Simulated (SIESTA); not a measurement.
Something may be wrong with this SIESTA 5.4.2 calculation of Si2W.

Si2W.fdf

```
SystemName                      Si2W
SystemLabel                     Si2W
NumberOfSpecies                 2
NumberOfAtoms                   3
%block ChemicalSpeciesLabel
  1  74 W
  2  14 Si

LatticeConstant                 1.0 Ang
%block LatticeVectors
    -1.6069000000     1.6069000000     3.9149500000
     1.6069000000    -1.6069000000     3.9149500000
     1.6069000000     1.6069000000    -3.9149500000
%endblock LatticeVectors
AtomicCoordinatesFormat         Ang
%block AtomicCoordinatesAndAtomicSpecies
     0.0000000000     0.0000000000     0.0000000000  1
     0.0000000000     0.0000000000     5.2092324700  2
     0.0000000000     0.0000000000     2.6206675300  2
%endblock AtomicCoordinatesAndAtomicSpecies

%block kgrid.MonkhorstPack
    8   0   0  0.0
    0   8   0  0.0
    0   0   8  0.0
%endblock kgrid.MonkhorstPack
XC.Functional                   GGA
XC.Authors                      PBE
PAO.BasisSize                   DZP
PAO.EnergyShift                 0.003 Ry
Mesh.Cutoff                     800 Ry
OccupationFunction              FD
ElectronicTemperature           0.05 eV
MaxSCFIterations                60
SCF.MustConverge                false
SCF.Mixer.Method                Pulay
SCF.Mixer.Weight                0.25
SCF.Mixer.History               8
SCF.DM.Tolerance                5.0e-05
SCF.H.Tolerance                 1.0e-03 eV
WriteForces                     true
Charge.Mulliken                 end
%block PAO.Basis
  W 5
  n=5 0 2
    3.045 0.000
  n=6 0 2
    7.641 0.000
  n=5 1 2
    3.655 0.000
  n=6 1 1
    7.641
  n=5 2 2
    6.655 0.000
%endblock PAO.Basis
```

Potentials or basis: PseudoDojo 0.4 standard (PBE files), DZP (energy shift 0.003 Ry; two zetas on semicore shells).

Launch:

```sh
$ siesta Si2W.fdf > Si2W.out 2>&1
```

Si2W.out:

```text
STOP Stopping Program
*************************************************************
ERROR

FDF module: fdf_bline: block_fdf structure not initialized

     File: fdf.F90
     Line:  2491
*************************************************************
Version         : 5.4.2

                           ***********************
                           *  WELCOME TO SIESTA  *
                           ***********************

 NOTE: Siesta V5 introduces some new defaults for basis-set generation
 NOTE: which might lead to slightly different numerical results.
 NOTE: Please see the manual for full details and compatibility measures.

reinit: Reading from file Si2W.fdf

reinit: -----------------------------------------------------------------------
reinit: System Name: Si2W
reinit: -----------------------------------------------------------------------
reinit: System Label: Si2W
reinit: -----------------------------------------------------------------------

initatom: Reading input for the pseudopotentials and atomic orbitals ----------
```

**Question.** Diagnose the run.

**Answer.** The program refused the input. The input holds a flaw that was put in on purpose: block left open.

A sound run on the same cell differs in these lines of the main input:
```diff
@@ -7,0 +8 @@
+%endblock ChemicalSpeciesLabel
@@ -34 +35 @@
-MaxSCFIterations                60
+MaxSCFIterations                120
```
